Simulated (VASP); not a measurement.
Wanted: the native input for a VASP 6.6.1 run.

```
Task                   : phonon dispersion
Functional             : PBEsol
Potentials or basis    : VASP PAW PBE potentials, release 64 (Si)
Cutoff                 : 520 eV
k mesh                 : 3 × 3 × 3
Occupations            : gaussian, width 0.03 eV
Spin                   : no spin polarisation
Long-range dipole term : no
Supercell matrix       : [2, 0, 0, 0, 2, 0, 0, 0, 2]
Further INCAR settings : LREAL = Auto; ALGO = Normal; EDIFF = 1e-07; IBRION = 6; POTIM = 0.015; NSW = 1
```

The structure of Si lies in POSCAR:

```
Si
1.0
    0.0000000000      5.4271200000      5.4271200000
    5.4271200000      0.0000000000      5.4271200000
    5.4271200000      5.4271200000      0.0000000000
Si
16
Direct
    0.3750000000      0.3750000000      0.3750000000
    0.3750000000      0.3750000000      0.8750000000
    0.3750000000      0.8750000000      0.3750000000
    0.3750000000      0.8750000000      0.8750000000
    0.8750000000      0.3750000000      0.3750000000
    0.8750000000      0.3750000000      0.8750000000
    0.8750000000      0.8750000000      0.3750000000
    0.8750000000      0.8750000000      0.8750000000
    0.2500000000      0.2500000000      0.2500000000
    0.2500000000      0.2500000000      0.7500000000
    0.2500000000      0.7500000000      0.2500000000
    0.2500000000      0.7500000000      0.7500000000
    0.7500000000      0.2500000000      0.2500000000
    0.7500000000      0.2500000000      0.7500000000
    0.7500000000      0.7500000000      0.2500000000
    0.7500000000      0.7500000000      0.7500000000
```

One way to write it, as run:

INCAR

```
PREC = Accurate
ENCUT = 520
EDIFF = 1E-7
ISMEAR = 0
SIGMA = 0.03
LREAL = Auto
LASPH = True
NELM = 80
ALGO = Normal
ISIF = 2
LWAVE = False
LCHARG = False
GGA = PS
IBRION = 6
NFREE = 2
POTIM = 0.015
NSW = 1
LPHON_DISPERSION = True
PHON_NWRITE = -3
```

KPOINTS

```
regular mesh
0
Gamma
  3 3 3
```

QPOINTS

```
path GXWKGLUWLK,UX
8
line-mode
reciprocal
 0.0000000000  0.0000000000  0.0000000000  G
 0.5000000000  0.0000000000  0.5000000000  X

 0.5000000000  0.0000000000  0.5000000000  X
 0.5000000000  0.2500000000  0.7500000000  W

 0.5000000000  0.2500000000  0.7500000000  W
 0.3750000000  0.3750000000  0.7500000000  K

 0.3750000000  0.3750000000  0.7500000000  K
 0.0000000000  0.0000000000  0.0000000000  G

 0.0000000000  0.0000000000  0.0000000000  G
 0.5000000000  0.5000000000  0.5000000000  L

 0.5000000000  0.5000000000  0.5000000000  L
 0.6250000000  0.2500000000  0.6250000000  U

 0.6250000000  0.2500000000  0.6250000000  U
 0.5000000000  0.2500000000  0.7500000000  W

 0.5000000000  0.2500000000  0.7500000000  W
 0.5000000000  0.5000000000  0.5000000000  L

 0.5000000000  0.5000000000  0.5000000000  L
 0.3750000000  0.3750000000  0.7500000000  K

 0.6250000000  0.2500000000  0.6250000000  U
 0.5000000000  0.0000000000  0.5000000000  X
```

Potentials or basis: VASP PAW PBE potentials, release 64 (Si).

Command:

```console
$ cat potpaw_PBE.64/Si/POTCAR > POTCAR
$ mpirun -np 4 vasp_std > vasp.out
```

It gave:

```json
{
  "Highest phonon frequency": "513 cm⁻¹"
}
```

It took 59 s on 4 MPI ranks on Intel(R) Xeon(R) Platinum 8488C (Sapphire Rapids), on a shared host, peak memory 0.23 GiB a rank.
